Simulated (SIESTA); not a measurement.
TiC:

```
Ti C
1.0
     0.00000    2.16572    2.16572
     2.16572    0.00000    2.16572
     2.16572    2.16572    0.00000
Ti C
1 1
Direct
  0.00000 0.00000 0.00000
  0.50000 0.50000 0.50000
```

The cell is a database's computed one.

| Property | Result |
| --- | --- |
| Program | SIESTA 5.4.2 |
| Task | single point |
| Functional | PBE |
| Potentials or basis | PseudoDojo 0.4 standard (PBE files) |
| Basis | DZP (energy shift 0.002 Ry) |
| Grid cutoff | 800 Ry |
| Energy shift | 0.002 Ry |
| k mesh | 11 × 11 × 11 |
| Occupations | fermi-dirac, width 0.05 eV |
| Spin | no spin polarisation |

On this cell: pressure 0.5 GPa; largest force zero by symmetry; band gap on the k mesh none (metal or under the smearing width).

The same run follows on a disturbed copy (atoms moved at random, drawn with an rms of 0.05 Å):

```
CELL_PARAMETERS angstrom
0.00000 2.16572 2.16572
2.16572 0.00000 2.16572
2.16572 2.16572 0.00000
ATOMIC_POSITIONS crystal
Ti 0.98208 0.02153 0.99282
C 0.48439 0.50743 0.51417
```

Task: What does the disturbed cell give?

Result: The energy (extrapolated to zero smearing) moves by +8.6 meV/atom; pressure 1.0 GPa; largest force 0.573 eV/Å; band gap on the k mesh none (metal or under the smearing width).

Forces on the atoms (eV/Å):
```
Ti   0.154  0.493 -0.248
C   -0.152 -0.492  0.248
```

Stress tensor (GPa, compression positive):
```
 0.67 -0.14  0.08
-0.14  1.39  0.22
 0.08  0.22  0.85
```

Caveats: semicore shells carry a single zeta, which can move pressures by several GPa and volumes by a few percent; the basis of atomic orbitals isn't converged, which shifts pressures, moduli and gaps.
